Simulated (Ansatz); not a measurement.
# Equation of state of YN from a dense series

```yaml
crystal:
  lattice:
    - [0.00000, 2.43850, 2.43850]
    - [2.43850, 0.00000, 2.43850]
    - [2.43850, 2.43850, 0.00000]
  atoms:
    - { symbol: Y, position: [0.00000, 0.00000, 0.00000] }
    - { symbol: N, position: [0.50000, 0.50000, 0.50000] }
```

Atom numbers follow the list: Y1, N2.

The cell comes from COD entry 9008768, which wasn't checked; take it as a given geometry.

These are results of DFT, LDA, all-electron LAPW, scalar-relativistic (Ansatz 0.2.0), not measurements.

Sampling and basis: a Γ-centred 11×11×11 k mesh, Fermi–Dirac smearing of 0.03 eV, basis error target 1 meV/atom, no spin polarisation.

The cell is scaled evenly. Fractional coordinates are held (clamped ions).

```json
{"V (Å³/atom)": "13.630", "P (GPa)": "5.16"}
{"V (Å³/atom)": "14.210", "P (GPa)": "-2.63"}
{"V (Å³/atom)": "14.355", "P (GPa)": "-4.33"}
{"V (Å³/atom)": "14.500", "P (GPa)": "-5.94"}
{"V (Å³/atom)": "14.645", "P (GPa)": "-7.47"}
{"V (Å³/atom)": "14.790", "P (GPa)": "-8.92"}
{"V (Å³/atom)": "15.080", "P (GPa)": "-11.59"}
{"V (Å³/atom)": "15.370", "P (GPa)": "-13.98"}
```

Problem. Fit a third-order Birch–Murnaghan curve to the pressures.

Solution. P = (3B0/2)(y^(7/2) − y^(5/2))[1 + (3/4)(B0′ − 4)(y − 1)] with y = (V0/V)^(2/3) fits within 0.01 GPa for V0 = 14.000 Å³/atom, B0 = 182.2 GPa and B0′ = 4.21.

Problem. Predict the pressure at the withheld volume, 13.920 Å³/atom.

Solution. There y = 1.0038, so the fit gives 1.05 GPa; the run gave 1.06 GPa.
